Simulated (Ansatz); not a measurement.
Crystal: Pd.

```
CELL_PARAMETERS angstrom
0.00000 1.94650 1.94650
1.94650 0.00000 1.94650
1.94650 1.94650 0.00000
ATOMIC_POSITIONS crystal
Pd 0.00000 0.00000 0.00000
```

- Program: Ansatz 0.2.0
- Task: relaxation of cell and atoms
- Functional: RPBE
- Dispersion: D3(BJ)
- Potentials or basis: Ansatz PAW
- Cutoff: 420 eV (not typed: the program's choice for these potentials)
- k mesh: 12 × 12 × 12
- Occupations: fermi-dirac, width 0.05 eV
- Spin: no spin polarisation

At the start: volume 14.75 Å³/atom.

Problem. Where does the relaxation end?

Solution. It ends after 8 steps and the volume is 12.93 Å³/atom (-12.4 %); space group Fm-3m (No. 225, to 0.05 Å).

Step by step:
```csv
step,energy change (eV),largest force (eV/Å),volume (Å³)
1,0.0000,0.0000,14.75
2,-0.1932,0.0000,12.70
3,-0.1967,0.0000,12.99
4,-0.1971,0.0000,12.92
5,-0.1971,0.0000,12.92
6,-0.1953,0.0000,12.92
7,-0.1953,0.0000,12.93
8,-0.1953,0.0000,12.93
```

Final structure:
```cif
data_structure
_symmetry_space_group_name_H-M 'P 1'
_symmetry_Int_Tables_number 1
_cell_length_a 2.6343
_cell_length_b 2.6343
_cell_length_c 2.6343
_cell_angle_alpha 60.000
_cell_angle_beta 60.000
_cell_angle_gamma 60.000
_cell_volume 12.93
loop_
_atom_site_label
_atom_site_type_symbol
_atom_site_fract_x
_atom_site_fract_y
_atom_site_fract_z
_atom_site_occupancy
Pd1 Pd 0.00000 0.00000 0.00000 1
```

Caveat: the plane-wave basis is chosen anew once the cell has moved, so the energies of steps on either side of that aren't comparable; the volume moved by -12 % from the deposited cell, more than functionals usually miss; the PAW data sets come from PBE, with cores solved anew for the run's functional, which leaves a small shift of forces and pressure.
